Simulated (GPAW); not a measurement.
The system is Nb.

```
Nb
1.0
    -1.66395    1.66395    1.66395
     1.66395   -1.66395    1.66395
     1.66395    1.66395   -1.66395
Nb
1
Direct
  0.00000 0.00000 0.00000
```

Program: GPAW 26.7.0. Alike in all runs: cell as given; cutoff (eV) 600.

Order these runs on this cell by their pressure, lowest first.
A. level PBEsol; potentials or basis PAW data sets generated in the run's folder for this functional, pw; spin SOC, no magnetisation; k mesh 8 × 8 × 8; smearing fermi-dirac 0.05 eV; band path GHNGPH,PN; band points 60; spin axis theta (degrees) 90; spin axis phi (degrees) 0; soc after scf second variation
B. level LDA; potentials or basis the program's PAW data sets (release 1.2.1) made for this functional, pw; spin off; k mesh 11 × 11 × 11; smearing gaussian 0.1 eV
C. level revPBE; potentials or basis the program's PAW data sets (release 1.2.1) made for this functional, pw; spin off; k mesh 11 × 11 × 11; smearing fermi-dirac 0.05 eV; band path GHNGPH,PN; band points 100

B (-12.4 GPa), A (-8.8 GPa), C (-0.6 GPa).

Caveats: spin-orbit coupling was added after a scalar SCF, so levels and gaps hold it while energy, forces, pressure and moments don't (some runs).

Runs at the PBE level aren't shown here.
